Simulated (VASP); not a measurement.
# PbS (Pm-3m) in VASP: notebook

Aim: see how the results for PbS move with the level of theory and the settings. Levels: PBE, PBEsol. Tasks: single point.

Program: VASP 6.6.1. These are calculated values, not measurements. Logs are shortened: lines on timing, memory, paths and dates and some standing lists are left out, and cuts for length are marked.

## 1. The crystal as given

It takes space group Pm-3m (No. 221, cubic). Conventional cell: a = 3.654 Å, b = 3.654 Å, c = 3.654 Å, α = 90.00°, β = 90.00°, γ = 90.00°. Pb (site symmetry m-3m) is surrounded by 8 S at 3.16 Å. Around S (site symmetry m-3m) lie 8 Pb at 3.16 Å.

Measurements of this composition are mostly on another form, of space group No. 225.

## 2. Single point, PBE

The input, INCAR:

```
SYSTEM = PbS
  ALGO = Normal
  EDIFF = 1E-6
  ENCUT = 520
  GGA = PE
  ISIF = 2
  ISMEAR = 0
  LASPH = .TRUE.
  LCHARG = .FALSE.
  LREAL = .FALSE.
  LWAVE = .FALSE.
  NBANDS = 17
  NELM = 60
  PREC = Accurate
  SIGMA = 0.1
```

The input, KPOINTS:

```
k-points
0
G
  4 4 4
  0 0 0
```

The input, POSCAR:

```
PbS
1.0
    3.6536590000      0.0000000000      0.0000000000
    0.0000000000      3.6536590000      0.0000000000
    0.0000000000      0.0000000000      3.6536590000
Pb S
1 1
Direct
    0.0000000000      0.0000000000      0.0000000000
    0.5000000000      0.5000000000      0.5000000000
```

Potentials or basis: VASP PAW PBE potentials, release 64 (Pb_d, S).

On the command line:

```bash
cat potpaw_PBE.64/Pb_d/POTCAR potpaw_PBE.64/S/POTCAR > POTCAR
mpirun -np 1 vasp_std > vasp.out
```

OUTCAR:

```text
SYSTEM = PbS
   EDIFF = 1E-6
   ENCUT = 520
   GGA = PE
   ISIF = 2
   ISMEAR = 0
   LASPH = .TRUE.
   LREAL = .FALSE.
   NELM = 60
   PREC = Accurate

 ion  position               nearest neighbor table
   1  0.000  0.000  0.000-   2 3.16   2 3.16   2 3.16   2 3.16   2 3.16   2 3.16   2 3.16   2 3.16

   2  0.500  0.500  0.500-   1 3.16   1 3.16   1 3.16   1 3.16   1 3.16   1 3.16   1 3.16   1 3.16

  LATTYP: Found a simple cubic cell.
 ALAT       =     3.6536590000

  Lattice vectors:

 A1 = (   3.6536590000,   0.0000000000,   0.0000000000)
 A2 = (   0.0000000000,   3.6536590000,   0.0000000000)
 A3 = (   0.0000000000,   0.0000000000,   3.6536590000)

Analysis of symmetry for initial positions (statically):
=====================================================================
 Subroutine PRICEL returns:
 Original cell was already a primitive cell.

 Routine SETGRP: Setting up the symmetry group for a
 simple cubic supercell.

 Subroutine GETGRP returns: Found 48 space group operations
 (whereof 48 operations were pure point group operations)
 out of a pool of 48 trial point group operations.

The static configuration has the point symmetry O_h .

Analysis of symmetry for dynamics (positions and initial velocities):
=====================================================================
 Subroutine PRICEL returns:
 Original cell was already a primitive cell.

 Routine SETGRP: Setting up the symmetry group for a
 simple cubic supercell.

 Subroutine GETGRP returns: Found 48 space group operations
 (whereof 48 operations were pure point group operations)
 out of a pool of 48 trial point group operations.

The dynamic configuration has the point symmetry O_h .

 Subroutine INISYM returns: Found 48 space group operations
 (whereof 48 operations are pure point group operations),
 and found     1 'primitive' translations

----------------------------------------------------------------------------------------

                                     Primitive cell

  volume of cell :      48.7735

  direct lattice vectors                    reciprocal lattice vectors
     3.653659000  0.000000000  0.000000000     0.273698230  0.000000000  0.000000000
     0.000000000  3.653659000  0.000000000     0.000000000  0.273698230  0.000000000
     0.000000000  0.000000000  3.653659000     0.000000000  0.000000000  0.273698230

  length of vectors
     3.653659000  3.653659000  3.653659000     0.273698230  0.273698230  0.273698230

  position of ions in fractional coordinates (direct lattice)
     0.000000000  0.000000000  0.000000000
     0.500000000  0.500000000  0.500000000

  ion indices of the primitive-cell ions
   primitive index   ion index
                 1           1
                 2           2

----------------------------------------------------------------------------------------

 KPOINTS: k-points

Automatic generation of k-mesh.
 Grid dimensions read from file:
 generate k-points for:    4    4    4

 Generating k-lattice:

  Cartesian coordinates                     Fractional coordinates (reciprocal lattice)
     0.068424557  0.000000000  0.000000000     0.250000000  0.000000000  0.000000000
     0.000000000  0.068424557  0.000000000     0.000000000  0.250000000  0.000000000
     0.000000000  0.000000000  0.068424557     0.000000000  0.000000000  0.250000000

  Length of vectors
     0.068424557  0.068424557  0.068424557

  Shift w.r.t. Gamma in fractional coordinates (k-lattice)
     0.000000000  0.000000000  0.000000000

 Subroutine IBZKPT returns following result:
 ===========================================

 Found     10 irreducible k-points:

 Following reciprocal coordinates:
            Coordinates               Weight
  0.000000  0.000000  0.000000      1.000000
  0.250000  0.000000  0.000000      6.000000
  0.500000  0.000000  0.000000      3.000000
  0.250000  0.250000  0.000000     12.000000
  0.500000  0.250000  0.000000     12.000000
  0.500000  0.500000  0.000000      3.000000
  0.250000  0.250000  0.250000      8.000000
  0.500000  0.250000  0.250000     12.000000
  0.500000  0.500000  0.250000      6.000000
  0.500000  0.500000  0.500000      1.000000
   k-points           NKPTS =     10   k-points in BZ     NKDIM =     10   number of bands    NBANDS=     17
   number of dos      NEDOS =    301   number of ions     NIONS =      2
   total plane-waves  NPLWV =  21952
   dimension x,y,z NGX =    28 NGY =   28 NGZ =   28
   dimension x,y,z NGXF=    56 NGYF=   56 NGZF=   56
   ions per type =               1   1
   NGX,Y,Z   is equivalent  to a cutoff of  12.74, 12.74, 12.74 a.u.
   NGXF,Y,Z  is equivalent  to a cutoff of  25.48, 25.48, 25.48 a.u.
 SYSTEM =  PbS
   PREC   = accura    normal or accurate (medium, high low for compatibility)
   ISTART =      0    job   : 0-new  1-cont  2-samecut
   ICHARG =      2    charge: 1-file 2-atom 10-const
   ISPIN  =      1    spin polarized calculation?
   LNONCOLLINEAR =      F non collinear calculations
   LSORBIT =      F    spin-orbit coupling
   LASPH  =      T    aspherical Exc in radial PAW
   ENCUT  =  520.0 eV  38.22 Ry    6.18 a.u.   6.79  6.79  6.79*2*pi/ulx,y,z
   NELM   =     60;   NELMIN=  2; NELMDL= -5     # of ELM steps
   EDIFF  = 0.1E-05   stopping-criterion for ELM
   LREAL  =      F    real-space projection
   EDIFFG = 0.1E-04   stopping-criterion for IOM
   NSW    =      0    number of steps for IOM
   IBRION =     -1    ionic relax: 0-MD 1-quasi-New 2-CG
   NFREE  =      0    steps in history (QN), initial steepest desc. (CG)
   ISIF   =      2    stress and relaxation
   ISYM   =      2    0-nonsym 1-usesym 2-fastsym
   POTIM  = 0.5000    time-step for ionic-motion
   TEBEG  =    0.0;   TEEND  =   0.0 temperature during run
   PSTRESS=    0.0 pullay stress
   NELECT =      20.0000    total number of electrons
   NUPDOWN=      -1.0000    fix difference up-down
   EMIN   =  10.00;   EMAX   =-10.00  energy-range for DOS
   EFERMI =   0.00;   METHOD = LEGACY
   ISMEAR =     0;   SIGMA  =   0.10  broadening in eV -4-tet -1-fermi 0-gaus
   EFERMI_NEDOS =   21; number of points for ismear=-14 and -15
   IALGO  =     38    algorithm
   IMIX   =      4    mixing-type and parameters
     AMIX     =   0.40;   BMIX     =  1.00
     AMIX_MAG =   1.60;   BMIX_MAG =  1.00
  volume/ion in A,a.u.               =      24.39       164.57
  Fermi-wavevector in a.u.,A,eV,Ry     =   1.216252  2.298383 20.126668  1.479268
  Thomas-Fermi vector in A             =   2.351612
   LORBIT       =      0    0 simple, 1 ext, 2 COOP (PROOUT), +10 PAW based schemes
   GGA     = PE    functional components
   LHFCALC =     F    Hartree Fock is set to
   AEXX    =    0.0000 exact exchange contribution
   IVDW    =     0    specifies the selected vdW correction
   LEPSILON=     F    determine dielectric tensor
   LRPA    =     F    only Hartree local field effects (RPA)
 non-spin polarized calculation
 Gauss-broadening in eV      SIGMA  =   0.10
  energy-cutoff  :      520.00
  volume of cell :       48.77
 maximum number of plane-waves:      1357
 NGX is ok and might be reduce to    28
   NGX = 13   NGY = 13   NGZ = 13

 number of electron      19.9999995 magnetization

 Free energy of the ion-electron system (eV)
  ---------------------------------------------------
  ext. energy  EPLUGINS =         0.00000000
  ---------------------------------------------------
  free energy    TOTEN  =        -8.18249177 eV

  energy without entropy =       -8.17895224  energy(sigma->0) =       -8.18072201

 E-fermi :   5.9276     XC(G=0): -10.1693

 val. band max:        5.8481260909   @ k =   0.5000   0.5000   0.0000
 cond. band min:       5.9985871300   @ k =   0.5000   0.0000   0.0000
 fundamental gap:      0.1504610391
 Fermi energy:         5.9276002964

 k-point     1 :       0.0000    0.0000    0.0000
  band No.  band energies     occupation
      1     -10.8280      2.00000
      2     -10.8280      2.00000
      3     -10.6172      2.00000
      4     -10.6172      2.00000
      5     -10.6172      2.00000
      6      -7.0093      2.00000
[... 9 lines left out ...]
     16      18.8407      0.00000
     17      18.8976      0.00000

 k-point     2 :       0.2500    0.0000    0.0000
  band No.  band energies     occupation
      1     -10.8231      2.00000
      2     -10.7500      2.00000
      3     -10.6460      2.00000
      4     -10.6460      2.00000
      5     -10.6144      2.00000
      6      -6.5036      2.00000
[... 9 lines left out ...]
     16      17.3549      0.00000
     17      18.8739      0.00000

 k-point     3 :       0.5000    0.0000    0.0000
  band No.  band energies     occupation
      1     -10.8181      2.00000
      2     -10.6745      2.00000
      3     -10.6745      2.00000
      4     -10.6728      2.00000
      5     -10.6115      2.00000
      6      -5.7115      2.00000
[... 9 lines left out ...]
     16      18.8638      0.00000
     17      19.9352      0.00000

 k-point     4 :       0.2500    0.2500    0.0000
  band No.  band energies     occupation
      1     -10.7837      2.00000
      2     -10.7036      2.00000
      3     -10.6909      2.00000
      4     -10.6433      2.00000
      5     -10.6405      2.00000
      6      -6.0331      2.00000
[... 9 lines left out ...]
     16      16.3390      0.00000
     17      16.5803      0.00000

 k-point     5 :       0.5000    0.2500    0.0000
  band No.  band energies     occupation
      1     -10.7701      2.00000
      2     -10.7342      2.00000
      3     -10.6692      2.00000
      4     -10.6379      2.00000
      5     -10.6317      2.00000
      6      -5.3636      2.00000
[... 9 lines left out ...]
     16      17.0153      0.00000
     17      17.9342      0.00000

 k-point     6 :       0.5000    0.5000    0.0000
  band No.  band energies     occupation
      1     -10.7910      2.00000
      2     -10.7432      2.00000
      3     -10.6639      2.00000
      4     -10.6639      2.00000
      5     -10.5696      2.00000
      6      -4.9554      2.00000
[... 9 lines left out ...]
     16      15.6063      0.00000
     17      15.6624      0.00000

 k-point     7 :       0.2500    0.2500    0.2500
  band No.  band energies     occupation
      1     -10.7006      2.00000
      2     -10.7006      2.00000
      3     -10.6934      2.00000
      4     -10.6737      2.00000
      5     -10.6737      2.00000
      6      -5.6347      2.00000
[... 9 lines left out ...]
     16      16.5817      0.00000
     17      19.4504      0.00000

 k-point     8 :       0.5000    0.2500    0.2500
  band No.  band energies     occupation
      1     -10.7293      2.00000
      2     -10.7079      2.00000
      3     -10.6962      2.00000
      4     -10.6710      2.00000
      5     -10.6160      2.00000
      6      -5.1192      2.00000
[... 9 lines left out ...]
     16      16.5544      0.00000
     17      19.9355      0.00000

 k-point     9 :       0.5000    0.5000    0.2500
  band No.  band energies     occupation
      1     -10.7663      2.00000
      2     -10.7031      2.00000
      3     -10.7031      2.00000
      4     -10.6551      2.00000
      5     -10.5680      2.00000
      6      -4.8437      2.00000
[... 9 lines left out ...]
     16      17.9509      0.00000
     17      20.6925      0.00000

 k-point    10 :       0.5000    0.5000    0.5000
  band No.  band energies     occupation
      1     -10.7416      2.00000
      2     -10.7416      2.00000
      3     -10.7416      2.00000
      4     -10.5664      2.00000
      5     -10.5664      2.00000
      6      -4.7211      2.00000
[... 9 lines left out ...]
     16      19.8289      0.00000
     17      22.5136      0.00000

------------------------ aborting loop because EDIFF is reached ----------------------------------------

  FORCE on cell =-STRESS in cart. coord.  units (eV):
  Direction    XX          YY          ZZ          XY          YZ          ZX
  --------------------------------------------------------------------------------------
  -------------------------------------------------------------------------------------
  Total       -0.1863752     -0.1863752     -0.1863752      0.0000000      0.0000000     -0.0000000
  in kB       -6.1222997     -6.1222997     -6.1222997      0.0000000      0.0000000     -0.0000000
  external PRESSURE =      -6.1222997 kB  Pullay stress =       0.0000000 kB

 VOLUME and BASIS-vectors are now :
 -----------------------------------------------------------------------------
  energy-cutoff  :      520.00
  volume of cell :       48.77
      direct lattice vectors                 reciprocal lattice vectors
     3.653659000  0.000000000  0.000000000     0.273698230  0.000000000  0.000000000
     0.000000000  3.653659000  0.000000000     0.000000000  0.273698230  0.000000000
     0.000000000  0.000000000  3.653659000     0.000000000  0.000000000  0.273698230

 POSITION                                       TOTAL-FORCE (eV/Angst)
 -----------------------------------------------------------------------------------
      0.00000      0.00000      0.00000         0.000000      0.000000      0.000000
      1.82683      1.82683      1.82683         0.000000      0.000000      0.000000
 -----------------------------------------------------------------------------------
    total drift:                               -0.000000      0.000000      0.000000

  FREE ENERGIE OF THE ION-ELECTRON SYSTEM (eV)
  ---------------------------------------------------
  free  energy   TOTEN  =        -8.1824917720 eV

  energy  without entropy=       -8.1789522406  energy(sigma->0) =       -8.18072201
```

It took 4.3 s on 1 thread of Intel Xeon 6975P-C (Granite Rapids), shared host; peak memory 0.15 GiB.

Results:

| Quantity | Value |
| --- | --- |
| Free energy | -8.1825 eV |
| Pressure | -0.6 GPa |
| Band gap on the k mesh | none (metal or under the smearing width) |

Caveat: the k mesh is coarse (spacing up to 0.43 Å⁻¹), so the values aren't converged. Spin-orbit coupling is left out, which matters for the levels of Pb.

## 3. Single point, PBE

The input, INCAR:

```
SYSTEM = PbS
  PREC = Accurate
  ENCUT = 520
  EDIFF = 1E-6
  ISMEAR = 0
  SIGMA = 0.1
  LREAL = .FALSE.
  LASPH = .TRUE.
  NELM = 60
  ALGO = Normal
  ISIF = 2
  LWAVE = .FALSE.
  LCHARG = .FALSE.
  GGA = PE
  NBANDS = 17
```

The input, KPOINTS:

```
Automatic mesh
0
G
  4 4 4
  0 0 0
```

POSCAR is that of step 2.

Potentials or basis: VASP PAW PBE potentials, release 64 (Pb_d, S).

On the command line:

```bash
cat potpaw_PBE.64/Pb_d/POTCAR potpaw_PBE.64/S/POTCAR > POTCAR
mpirun -np 1 vasp_std > vasp.out
```

It took 4.2 s on 1 thread of Intel Xeon 6975P-C (Granite Rapids), shared host; peak memory 0.15 GiB.

The run converged. Its results:

- Free energy: -8.1825 eV
- Pressure: -0.6 GPa
- Band gap on the k mesh: none (metal or under the smearing width)

Levels at points of the mesh, in eV from the Fermi level:
```
           k point  band 7  band 8  band 9  band 10  band 11  band 12  band 13  band 14
(0.00, 0.00, 0.00)   -6.55   -1.39   -1.39    -1.39     5.68     5.68     6.70     6.70
(0.50, 0.00, 0.00)   -8.82   -0.28   -0.28     0.07     0.51     4.12     4.12     6.91
(0.50, 0.50, 0.00)   -7.09   -4.24   -4.24    -0.08     4.38     4.38     6.09     7.39
(0.50, 0.50, 0.50)   -5.80   -2.18   -2.18    -2.18    -0.29    -0.29    -0.29    13.90
```

Caveat: the k mesh is coarse (spacing up to 0.43 Å⁻¹), so the values aren't converged. The run has no spin-orbit coupling, so splittings on Pb are missing.

## 4. Single point, PBEsol

The input, INCAR:

```
PREC = Accurate
ENCUT = 520
EDIFF = 1E-6
ISMEAR = 0
SIGMA = 0.1
LREAL = F
LASPH = T
NELM = 100
ALGO = Normal
ISIF = 2
LWAVE = F
LCHARG = T
GGA = PS
LELF = T
LVHAR = T
NBANDS = 17
```

The input, KPOINTS:

```
Automatic mesh
0
Gamma
  4 4 4
```

POSCAR is that of step 3.

On the command line:

```bash
cat potpaw_PBE.64/Pb_d/POTCAR potpaw_PBE.64/S/POTCAR > POTCAR
mpirun -np 1 vasp_std > vasp.out
```

Wall time 4.5 s (1 thread of Intel Xeon 6975P-C (Granite Rapids), shared host); peak memory 0.15 GiB.

Results (log left out):

- Free energy: -8.9118 eV
- Pressure: -3.8 GPa
- Band gap on the k mesh: none (metal or under the smearing width)

Levels at points of the mesh, in eV from the Fermi level:
```tsv
k point	band 7	band 8	band 9	band 10	band 11	band 12	band 13	band 14
(0.00, 0.00, 0.00)	-6.57	-1.41	-1.41	-1.41	5.56	5.56	6.65	6.65
(0.50, 0.00, 0.00)	-8.89	-0.27	-0.27	0.06	0.41	4.04	4.04	6.80
(0.50, 0.50, 0.00)	-7.14	-4.30	-4.30	-0.07	4.33	4.33	6.03	7.28
(0.50, 0.50, 0.50)	-5.84	-2.21	-2.21	-2.21	-0.39	-0.39	-0.39	13.78
```

Caveat: the k mesh is coarse (spacing up to 0.43 Å⁻¹), so the values aren't converged; the PAW data sets were made with another functional, which shifts forces and pressure a little.
